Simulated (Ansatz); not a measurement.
The system is SrO.

```
CELL_PARAMETERS angstrom
0.00000 2.56630 2.56630
2.56630 0.00000 2.56630
2.56630 2.56630 0.00000
ATOMIC_POSITIONS crystal
Sr 0.50000 0.50000 0.50000
O 0.00000 0.00000 0.00000
```

```yaml
Program: Ansatz 0.2.0
Task: single point
Functional: PBE
Potentials_or_basis: all-electron LAPW, scalar-relativistic
Cutoff: 217 eV (chosen from the basis error)
Basis_error_allowed: 0.001 eV/atom
k_mesh: 9 × 9 × 9
Occupations: fermi-dirac, width 0.05 eV
Spin: no spin polarisation
```

On this cell: pressure 3.3 GPa; largest force zero by symmetry; band gap on the k mesh 3.37 eV, indirect (least direct gap 3.45 eV).

The same run follows on a disturbed copy (atoms moved at random, drawn with an rms of 0.05 Å):

```
Sr O
1.0
     0.00000    2.56630    2.56630
     2.56630    0.00000    2.56630
     2.56630    2.56630    0.00000
Sr O
1 1
Direct
  0.49804 0.49679 0.50611
  0.02237 0.99792 0.99510
```

What changes?

The energy moves by +3.4 meV/atom; pressure 3.5 GPa; largest force 0.177 eV/Å; band gap on the k mesh 3.40 eV, indirect (least direct gap 3.47 eV).

Forces on the atoms (eV/Å):
```
Sr  -0.056  0.076  0.149
O    0.056 -0.076 -0.149
```

Stress tensor (GPa, compression positive):
```
 3.33  0.01  0.03
 0.01  3.39 -0.04
 0.03 -0.04  3.74
```

Caveats: an odd mesh through Γ misses points on the zone boundary, where band edges often lie.
